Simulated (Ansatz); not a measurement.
`FC(F)(F)S` + `F[C](F)F`• → `FC(F)(F)[S]`• + `FC(F)F`  (hydrogen abstraction from the S–H bond)

Gas-phase electronic energies from Ansatz, PBE0-D4/def2-TZVP geometries. CBS: MP2 limit from def2 TZ/QZ plus the TZ coupled-cluster correction, frozen cores. This one scheme is used for every species. DFT in def2-TZVPP. No spin–orbit coupling; open shells (•) take unrestricted orbitals. Each species was taken in one conformer, which may not be the lowest.

```json
{"level": "r2SCAN", "ΔE (eV)": "-0.61"}
{"level": "CAM-B3LYP", "ΔE (eV)": "-0.75"}
```

Problem. What does CCSD(T)/CBS give? (An estimate is asked.)

Solution. Ansatz gave: -0.78 eV. The listed levels differ from it by 0.17, 0.03 eV.

Largest T1 diagnostic among the species: 0.014.

From r2SCAN to r2SCAN0 (25 % exact exchange), in def2-TZVPP and without D4, ΔE moves by −0.04 eV. At CCSD(T), def2-SVP lies −0.05 eV from the extrapolated value and def2-TZVPP −0.03 eV. In def2-TZVPP, CCSD(T) changes the Hartree–Fock value by +0.05 eV (the triples alone add +0.03 eV) and MP2 by +0.09 eV.

CCSD(T)/CBS has its own doubt, a few kJ/mol and more with outer-core shells, so smaller differences from it don't rank the levels.
